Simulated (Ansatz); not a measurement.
WC in Ansatz: the effect of functional

The system is WC.

```xyz
2
Lattice="0.0000 2.2357 2.2357 2.2357 0.0000 2.2357 2.2357 2.2357 0.0000" Properties=species:S:1:pos:R:3 pbc="T T T"
W     0.0000    0.0000    0.0000
C     2.2357    2.2357    2.2357
```

Measurements of this composition are mostly on another form, of space group No. 187.

The cell isn't the ideal one: volume scaled by 1.06.

Alike in all runs:

| Quantity | Value |
| --- | --- |
| Program | Ansatz 0.2.0 |
| Task | single point |
| Potentials or basis | Ansatz PAW |
| k mesh | 10 × 10 × 10 |
| Occupations | fermi-dirac, width 0.05 eV |
| Spin | no spin polarisation |

```tsv
functional	cutoff	pressure (GPa)
LDA	420 eV (not typed: the program's choice for these potentials)	-33.2
PBEsol	420 eV (not typed: the program's choice for these potentials)	?
r2SCAN	500 eV (not typed: the program's choice for these potentials)	-23.8
```

What does the run with functional PBEsol give?

Pressure -27.9 GPa.

Caveats: the PAW data sets come from PBE, with cores solved anew for the run's functional, which leaves a small shift of forces and pressure.
